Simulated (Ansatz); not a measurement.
# Cobalt, omega (AlB2-type) under BLYP: ground state and equation of state, part 2 of 2

The plan for cobalt in the omega (AlB2-type) structure: relax it, solve it on a dense k-mesh, then scale the cell to 7 volumes from 88 to 112 % of the relaxed one and try a fit of the equation of state. Spin polarisation is left out, though the real metal is magnetic, so this state lies above the ground state. The k-meshes are 9×9×13 for the relaxation; 12×12×17 for the dense run; 10×10×14 for the volumes.

Ansatz 0.2.0; DFT, BLYP, plane waves (420 eV) with PAW, scalar-relativistic. The steps go on from the part before.

### 5 The cell scaled to 92 % of its volume

Contents of input.yaml:

```yaml
crystal:
  lattice:
    - [3.8565073634, 0.0, 0.0]
    - [-1.9282536817, 3.3398333466, 0.0]
    - [0.0, 0.0, 2.3696738304]
  atoms:
    - { symbol: Co, position: [0.0, 0.0, 0.0] }
    - { symbol: Co, position: [0.3333333333, 0.6666666667, 0.5] }
    - { symbol: Co, position: [0.6666666667, 0.3333333333, 0.5] }
hamiltonian:
  xc: blyp
  pseudopotentials:
    kind: paw
    azcp:
      Co: "pseudopotentials/Co.paw.azcp"
basis:
  ecutwfc: 420
  fft_grid_basis: typed
kpoints:
  mp_grid: { grid: [10, 10, 14], shift: [0, 0, 0] }
magnetization:
  spin_polarized: false
scf:
  occupations: { method: fermi_dirac, width: 0.1 }
  lower_state_search: "off"
output:
  stress: true
```

The program printed, cut to the lines that bear on the results:

```text
Warning: RAYON_NUM_THREADS=2 ignored (pool sized by the plan → 2); use --threads N
[...]
Pseudopotentials: kind: paw
Pseudopotential: Co, paw, valence charge 17, recommended cutoff 420 eV (normal), <dir>
Functional definition: BLYP
[...]
Crystal: 3 atoms, lattice volume = 30.522 Å³
Basis set: ecut = 420 eV, 619 PW (Γ), exchange–correlation on 54×54×32 points (8 copies of the dense FFT grid, shifted against one another)
Bands: 31, of which v1, the nominal top of the filled ones, is band 26 counted from 1 (25 counted from 0)
Symmetry: 24 space group operations
Space group: P6/mmm (ITA 191), of the structure as read, at distance tolerance 3.1e-5 Å
k-points: 112 of 1400
[...]
SCF iter   1: F=—  HF=-15401.741339 eV  |F-HF|=—  |Δ(HF+E_count)|=         —  Δρ=4.38e-2  dr2=4.20e-1  ethr=1.77e-3  ⟨swp⟩=4.5  Hψ=11008  notcnv=0
[...]
SCF iter   7: F=-15401.696311 eV  HF=-15401.696311 eV  |F-HF|=1.24e-9  |Δ(HF+E_count)|=   3.59e-7  Δρ=2.76e-5  dr2=6.51e-8  ethr=1.96e-10  ⟨swp⟩=3.7  Hψ=15693  notcnv=0
[...]
SCF converged after 7 iterations
Free energy (F): -15401.696311 eV
[...]
E sigma→0 (E₀):  -15401.554158 eV
Entropy (-TS):   -0.284307 eV (-94.769 meV/atom)
Fermi energy:    20.593033 eV
[...]
--- Stress (GPa, compression-positive) ---
       21.593096      -0.000000       0.000000
       -0.000000      21.593096       0.000000
        0.000000       0.000000      20.300140
  P = ⅓ Tr σ = 21.1621 GPa (211.621 kbar)
```

Run time: 2.1 s. Hardware: 2 threads of an Arm CPU, shared host; peak memory 0.36 GiB.

### 6 The cell scaled to 96 % of its volume

input.yaml: that of step 5 with these lines changed.

```diff
@@ -2,5 +2,5 @@
   lattice:
-    - [3.8565073634, 0.0, 0.0]
-    - [-1.9282536817, 3.3398333466, 0.0]
-    - [0.0, 0.0, 2.3696738304]
+    - [3.9116077701, 0.0, 0.0]
+    - [-1.9558038851, 3.3875516985, 0.0]
+    - [0.0, 0.0, 2.403530888]
   atoms:
```

The program printed, cut to the lines that bear on the results:

```text
Warning: RAYON_NUM_THREADS=2 ignored (pool sized by the plan → 2); use --threads N
[...]
Pseudopotentials: kind: paw
Pseudopotential: Co, paw, valence charge 17, recommended cutoff 420 eV (normal), <dir>
Functional definition: BLYP
[...]
Crystal: 3 atoms, lattice volume = 31.849 Å³
Basis set: ecut = 420 eV, 621 PW (Γ), exchange–correlation on 54×54×36 points (8 copies of the dense FFT grid, shifted against one another)
Bands: 31, of which v1, the nominal top of the filled ones, is band 26 counted from 1 (25 counted from 0)
Symmetry: 24 space group operations
Space group: P6/mmm (ITA 191), of the structure as read, at distance tolerance 3.2e-5 Å
k-points: 112 of 1400
[...]
SCF iter   1: F=—  HF=-15401.864153 eV  |F-HF|=—  |Δ(HF+E_count)|=         —  Δρ=4.01e-2  dr2=3.57e-1  ethr=1.77e-3  ⟨swp⟩=4.4  Hψ=10993  notcnv=0
[...]
SCF iter   8: F=-15401.820781 eV  HF=-15401.820781 eV  |F-HF|=8.41e-9  |Δ(HF+E_count)|=   2.43e-8  Δρ=6.46e-6  dr2=3.82e-9  ethr=1.96e-10  ⟨swp⟩=4.0  Hψ=12372  notcnv=0
[...]
SCF converged after 8 iterations
Free energy (F): -15401.820781 eV
[...]
E sigma→0 (E₀):  -15401.670883 eV
Entropy (-TS):   -0.299796 eV (-99.932 meV/atom)
Fermi energy:    19.556851 eV
[...]
--- Stress (GPa, compression-positive) ---
        9.516989      -0.000000       0.000000
       -0.000000       9.516989       0.000000
        0.000000       0.000000       9.044859
  P = ⅓ Tr σ = 9.3596 GPa (93.596 kbar)
```

Wall time 2.4 s (2 threads of an Arm CPU, shared host); peak memory 0.36 GiB.

### 7 The cell scaled to 100 % of its volume

input.yaml: that of step 6 with these lines changed.

```diff
@@ -2,5 +2,5 @@
   lattice:
-    - [3.9116077701, 0.0, 0.0]
-    - [-1.9558038851, 3.3875516985, 0.0]
-    - [0.0, 0.0, 2.403530888]
+    - [3.9651980975, 0.0, 0.0]
+    - [-1.9825990488, 3.4339622835, 0.0]
+    - [0.0, 0.0, 2.4364600606]
   atoms:
```

The program printed, cut to the lines that bear on the results:

```text
Warning: RAYON_NUM_THREADS=2 ignored (pool sized by the plan → 2); use --threads N
[...]
Pseudopotentials: kind: paw
Pseudopotential: Co, paw, valence charge 17, recommended cutoff 420 eV (normal), <dir>
Functional definition: BLYP
[...]
Crystal: 3 atoms, lattice volume = 33.176 Å³
Basis set: ecut = 420 eV, 633 PW (Γ), exchange–correlation on 54×54×36 points (8 copies of the dense FFT grid, shifted against one another)
Bands: 31, of which v1, the nominal top of the filled ones, is band 26 counted from 1 (25 counted from 0)
Symmetry: 24 space group operations
Space group: P6/mmm (ITA 191), of the structure as read, at distance tolerance 3.2e-5 Å
k-points: 112 of 1400
[...]
SCF iter   1: F=—  HF=-15401.900254 eV  |F-HF|=—  |Δ(HF+E_count)|=         —  Δρ=3.76e-2  dr2=3.20e-1  ethr=1.77e-3  ⟨swp⟩=4.4  Hψ=11008  notcnv=0
[...]
SCF iter   8: F=-15401.858063 eV  HF=-15401.858063 eV  |F-HF|=1.36e-8  |Δ(HF+E_count)|=   5.04e-8  Δρ=6.39e-6  dr2=3.03e-9  ethr=1.96e-10  ⟨swp⟩=4.0  Hψ=12267  notcnv=0
[...]
SCF converged after 8 iterations
Free energy (F): -15401.858063 eV
[...]
E sigma→0 (E₀):  -15401.700554 eV
Entropy (-TS):   -0.315017 eV (-105.006 meV/atom)
Fermi energy:    18.603022 eV
[...]
--- Stress (GPa, compression-positive) ---
       -0.053660      -0.000000      -0.000000
        0.000000      -0.053660       0.000000
       -0.000000       0.000000       0.130211
  P = ⅓ Tr σ = 0.0076 GPa (0.076 kbar)
```

It took 2.6 s on 2 threads of an Arm CPU, shared host; peak memory 0.37 GiB.

### 8 The cell scaled to 104 % of its volume

input.yaml: that of step 7 with these lines changed.

```diff
@@ -2,5 +2,5 @@
   lattice:
-    - [3.9651980975, 0.0, 0.0]
-    - [-1.9825990488, 3.4339622835, 0.0]
-    - [0.0, 0.0, 2.4364600606]
+    - [4.0173777405, 0.0, 0.0]
+    - [-2.0086888703, 3.4791511799, 0.0]
+    - [0.0, 0.0, 2.4685224224]
   atoms:
```

The program printed, cut to the lines that bear on the results:

```text
Warning: RAYON_NUM_THREADS=2 ignored (pool sized by the plan → 2); use --threads N
[...]
Pseudopotentials: kind: paw
Pseudopotential: Co, paw, valence charge 17, recommended cutoff 420 eV (normal), <dir>
Functional definition: BLYP
[...]
Crystal: 3 atoms, lattice volume = 34.503 Å³
Basis set: ecut = 420 eV, 669 PW (Γ), exchange–correlation on 54×54×36 points (8 copies of the dense FFT grid, shifted against one another)
Bands: 31, of which v1, the nominal top of the filled ones, is band 26 counted from 1 (25 counted from 0)
Symmetry: 24 space group operations
Space group: P6/mmm (ITA 191), of the structure as read, at distance tolerance 3.3e-5 Å
k-points: 112 of 1400
[...]
SCF iter   1: F=—  HF=-15401.867419 eV  |F-HF|=—  |Δ(HF+E_count)|=         —  Δρ=3.56e-2  dr2=2.94e-1  ethr=1.77e-3  ⟨swp⟩=4.3  Hψ=10977  notcnv=0
[...]
SCF iter   8: F=-15401.826257 eV  HF=-15401.826257 eV  |F-HF|=1.76e-8  |Δ(HF+E_count)|=   8.46e-8  Δρ=6.83e-6  dr2=3.47e-9  ethr=1.96e-10  ⟨swp⟩=4.0  Hψ=12092  notcnv=0
[...]
SCF converged after 8 iterations
Free energy (F): -15401.826257 eV
[...]
E sigma→0 (E₀):  -15401.661285 eV
Entropy (-TS):   -0.329944 eV (-109.981 meV/atom)
Fermi energy:    17.722354 eV
[...]
--- Stress (GPa, compression-positive) ---
       -7.633686      -0.000000       0.000000
       -0.000000      -7.633686       0.000000
        0.000000       0.000000      -6.923470
  P = ⅓ Tr σ = -7.3969 GPa (-73.969 kbar)
```

Run time: 2.7 s. Hardware: 2 threads of an Arm CPU, shared host; peak memory 0.37 GiB.

### 9 The cell scaled to 108 % of its volume

input.yaml: that of step 8 with these lines changed.

```diff
@@ -2,5 +2,5 @@
   lattice:
-    - [4.0173777405, 0.0, 0.0]
-    - [-2.0086888703, 3.4791511799, 0.0]
-    - [0.0, 0.0, 2.4685224224]
+    - [4.0682360224, 0.0, 0.0]
+    - [-2.0341180112, 3.5231957439, 0.0]
+    - [0.0, 0.0, 2.4997728591]
   atoms:
```

The program printed, cut to the lines that bear on the results:

```text
Warning: RAYON_NUM_THREADS=2 ignored (pool sized by the plan → 2); use --threads N
[...]
Pseudopotentials: kind: paw
Pseudopotential: Co, paw, valence charge 17, recommended cutoff 420 eV (normal), <dir>
Functional definition: BLYP
[...]
Crystal: 3 atoms, lattice volume = 35.830 Å³
Basis set: ecut = 420 eV, 681 PW (Γ), exchange–correlation on 60×60×36 points (8 copies of the dense FFT grid, shifted against one another)
Bands: 31, of which v1, the nominal top of the filled ones, is band 26 counted from 1 (25 counted from 0)
Symmetry: 24 space group operations
Space group: P6/mmm (ITA 191), of the structure as read, at distance tolerance 3.3e-5 Å
k-points: 112 of 1400
[...]
SCF iter   1: F=—  HF=-15401.780186 eV  |F-HF|=—  |Δ(HF+E_count)|=         —  Δρ=3.42e-2  dr2=2.78e-1  ethr=1.77e-3  ⟨swp⟩=4.3  Hψ=10991  notcnv=0
[...]
SCF iter   8: F=-15401.739786 eV  HF=-15401.739786 eV  |F-HF|=1.27e-8  |Δ(HF+E_count)|=   4.76e-8  Δρ=6.27e-6  dr2=3.32e-9  ethr=1.96e-10  ⟨swp⟩=4.1  Hψ=12635  notcnv=0
[...]
SCF converged after 8 iterations
Free energy (F): -15401.739786 eV
[...]
E sigma→0 (E₀):  -15401.567506 eV
Entropy (-TS):   -0.344560 eV (-114.853 meV/atom)
Fermi energy:    16.906899 eV
[...]
--- Stress (GPa, compression-positive) ---
      -13.625951      -0.000000       0.000000
       -0.000000     -13.625951      -0.000000
        0.000000      -0.000000     -12.496219
  P = ⅓ Tr σ = -13.2494 GPa (-132.494 kbar)
```

Run time: 2.5 s. Hardware: 2 threads of an Arm CPU, shared host; peak memory 0.37 GiB.

### 10 The cell scaled to 112 % of its volume

input.yaml: that of step 9 with these lines changed.

```diff
@@ -2,5 +2,5 @@
   lattice:
-    - [4.0682360224, 0.0, 0.0]
-    - [-2.0341180112, 3.5231957439, 0.0]
-    - [0.0, 0.0, 2.4997728591]
+    - [4.1178535468, 0.0, 0.0]
+    - [-2.0589267734, 3.5661657806, 0.0]
+    - [0.0, 0.0, 2.5302608988]
   atoms:
```

The program printed, cut to the lines that bear on the results:

```text
Warning: RAYON_NUM_THREADS=2 ignored (pool sized by the plan → 2); use --threads N
[...]
Pseudopotentials: kind: paw
Pseudopotential: Co, paw, valence charge 17, recommended cutoff 420 eV (normal), <dir>
Functional definition: BLYP
[...]
Crystal: 3 atoms, lattice volume = 37.157 Å³
Basis set: ecut = 420 eV, 705 PW (Γ), exchange–correlation on 60×60×36 points (8 copies of the dense FFT grid, shifted against one another)
Bands: 31, of which v1, the nominal top of the filled ones, is band 26 counted from 1 (25 counted from 0)
Symmetry: 24 space group operations
Space group: P6/mmm (ITA 191), of the structure as read, at distance tolerance 3.3e-5 Å
k-points: 112 of 1400
[...]
SCF iter   1: F=—  HF=-15401.649957 eV  |F-HF|=—  |Δ(HF+E_count)|=         —  Δρ=3.32e-2  dr2=2.74e-1  ethr=1.77e-3  ⟨swp⟩=4.3  Hψ=10982  notcnv=0
[...]
SCF iter   8: F=-15401.610161 eV  HF=-15401.610161 eV  |F-HF|=1.59e-8  |Δ(HF+E_count)|=   4.57e-8  Δρ=6.44e-6  dr2=3.05e-9  ethr=1.96e-10  ⟨swp⟩=4.1  Hψ=12639  notcnv=0
[...]
SCF converged after 8 iterations
Free energy (F): -15401.610161 eV
[...]
E sigma→0 (E₀):  -15401.430731 eV
Entropy (-TS):   -0.358860 eV (-119.620 meV/atom)
Fermi energy:    16.149804 eV
[...]
--- Stress (GPa, compression-positive) ---
      -18.345941      -0.000000      -0.000000
       -0.000000     -18.345941       0.000000
       -0.000000       0.000000     -16.883694
  P = ⅓ Tr σ = -17.8585 GPa (-178.585 kbar)
```

Wall time 2.6 s (2 threads of an Arm CPU, shared host); peak memory 0.37 GiB.

### 11 Fitting the volumes

All volumes keep the relaxed shape and fractional coordinates.

| V (Å³/atom) | E − E₀ (meV/atom) | P from the stress (GPa) | P from the fit (GPa) |
| --- | --- | --- | --- |
| 9.732 | 124.5 | 36.07 | 35.15 |
| 10.174 | 48.9 | 21.16 | 20.21 |
| 10.616 | 10.0 | 9.36 | 8.42 |
| 11.059 | 0.1 | 0.01 | -0.90 |
| 11.501 | 13.2 | -7.40 | -8.28 |
| 11.943 | 44.5 | -13.25 | -14.12 |
| 12.386 | 90.1 | -17.86 | -18.74 |

Fit (Birch-Murnaghan, third order): V₀ = 11.011 Å³/atom, B₀ = 211 GPa, B₀′ = 4.8, largest residual 0.02 meV/atom.

Fit and stress differ a little: one follows E(σ → 0), the other the smeared free energy.

### 12 Results

The summary covers parts 1 to 2.

| quantity | value |
| --- | --- |
| space group (spins left aside) | P6/mmm (No. 191) |
| conventional cell | a = 3.965 Å, c = 2.436 Å (c/a = 0.614) |
| volume | 11.059 Å³/atom |
| shortest distance | 2.289 Å |
| gap on the mesh | none (levels filled in part) |
| relative to hcp, ferromagnetic | +359 meV/atom |
| V₀, B₀, B₀′ | 11.011 Å³/atom, 211 GPa, 4.8 |

**Reading.** The relaxation shrank the cell by 0.1 % in volume. Against the reference form of cobalt (hcp, ferromagnetic, computed apart with the same settings) it stands 359 meV/atom higher; part of this is magnetic energy, as this run has no moments. No gap shows: it is a metal or semimetal at this level. B₀ comes out at 211 GPa; letting shape and positions relax at each volume could only lower it. Relaxation kept the symmetry; phonons were not checked.
